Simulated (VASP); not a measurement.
Write the native input for VASP 6.6.1 that does the following.

```
Task                   : relaxation of cell and atoms
Functional             : PBE
Dispersion             : D3
Potentials or basis    : VASP PAW PBE potentials, release 64 (C)
Cutoff                 : 600 eV
k mesh                 : 13 × 13 × 13
Occupations            : fermi-dirac, width 0.05 eV
Spin                   : no spin polarisation
Further INCAR settings : ALGO = Normal; EDIFF = 1e-07; IBRION = 2; EDIFFG = -0.01; NSW = 60; ISIF = 3
```

The structure of C lies in POSCAR:

```
C
1.0
    0.0000000000      1.7833700000      1.7833700000
    1.7833700000      0.0000000000      1.7833700000
    1.7833700000      1.7833700000      0.0000000000
C
2
Direct
    0.7500000000      0.7500000000      0.7500000000
    0.5000000000      0.5000000000      0.5000000000
```

This isn't the form of C at room conditions, which is graphite.

One way to write it, as run:

INCAR

```
  ALGO = Normal
  EDIFF = 1E-7
  EDIFFG = -0.01
  ENCUT = 600
  GGA = PE
  IBRION = 2
  ISIF = 3
  ISMEAR = -1
  IVDW = 11
  LASPH = True
  LCHARG = False
  LREAL = False
  LWAVE = False
  NELM = 80
  NSW = 60
  PREC = Accurate
  SIGMA = 0.05
```

KPOINTS

```
k-points
0
Gamma
  13 13 13
```

Potentials or basis: VASP PAW PBE potentials, release 64 (C).

Command:

```sh
$ cat potpaw_PBE.64/C/POTCAR > POTCAR
$ mpirun -np 1 vasp_std > vasp.out
```

Results of the run:

| Property | Result |
| --- | --- |
| Relaxed volume | 5.66 Å³/atom |
| Relaxed cell | a = 2.520 Å, b = 2.520 Å, c = 2.520 Å, α = 60.00°, β = 60.00°, γ = 60.00° |
| Space group after relaxing (to 0.05 Å) | Fd-3m (No. 227) |
| Energy gained by relaxing | 0.1 meV/atom |
| Ionic steps | 3 |
| Pressure after relaxing | 0.0 GPa |
| Band gap on the k mesh | 4.15 eV, indirect (least direct gap 5.60 eV) |
| Dispersion energy per atom | -0.109 eV |

Caveat: an odd mesh through Γ misses points on the zone boundary, where band edges often lie.

Run time: 16 s on 1 thread of Intel(R) Xeon(R) Platinum 8488C (Sapphire Rapids) (shared host), peak memory 0.13 GiB.
